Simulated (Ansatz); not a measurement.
The system is Si.

```xyz
2
Lattice="-2.3714 2.3714 1.3293 2.3714 -2.3714 1.3293 2.3714 2.3714 -1.3293" Properties=species:S:1:pos:R:3 pbc="T T T"
Si    0.0000    0.0000    1.3293
Si    2.3714    0.0000    0.6646
```

This isn't the form of Si at room conditions, which is diamond.

```yaml
Program: Ansatz 0.2.0
Task: relaxation of cell and atoms
Functional: BLYP
Potentials_or_basis: Ansatz PAW
Cutoff: "420 eV (not typed: the program's choice for these potentials)"
k_mesh: 11 × 11 × 11
Occupations: fermi-dirac, width 0.05 eV
Spin: no spin polarisation
```

At the start: volume 14.95 Å³/atom.

Task: Where does the relaxation end?

Result: It ends after 11 steps and the volume is 16.71 Å³/atom (+11.8 %); space group I4_1/amd (No. 141, to 0.05 Å).

Step by step:
```csv
step,energy change (eV),largest force (eV/Å),volume (Å³)
1,0.0000,0.0000,29.90
2,-0.0858,0.0000,32.13
3,-0.0942,0.0000,33.00
4,-0.0951,0.0000,33.24
5,-0.0959,0.0000,33.97
6,-0.0976,0.0000,33.56
7,-0.0983,0.0000,33.38
8,-0.0983,0.0000,33.38
9,-0.1000,0.0000,33.38
10,-0.1001,0.0000,33.43
11,-0.1001,0.0000,33.43
```

Final structure:
```xyz
2
Lattice="-2.4133 2.4133 1.4349 2.4133 -2.4133 1.4349 2.4133 2.4133 -1.4349" Properties=species:S:1:pos:R:3 pbc="T T T"
Si    0.0000    0.0000    1.4349
Si    2.4133    0.0000    0.7175
```

Caveat: the plane-wave basis is chosen anew once the cell has moved, so the energies of steps on either side of that aren't comparable; the PAW data sets come from PBE, with cores solved anew for the run's functional, which leaves a small shift of forces and pressure.
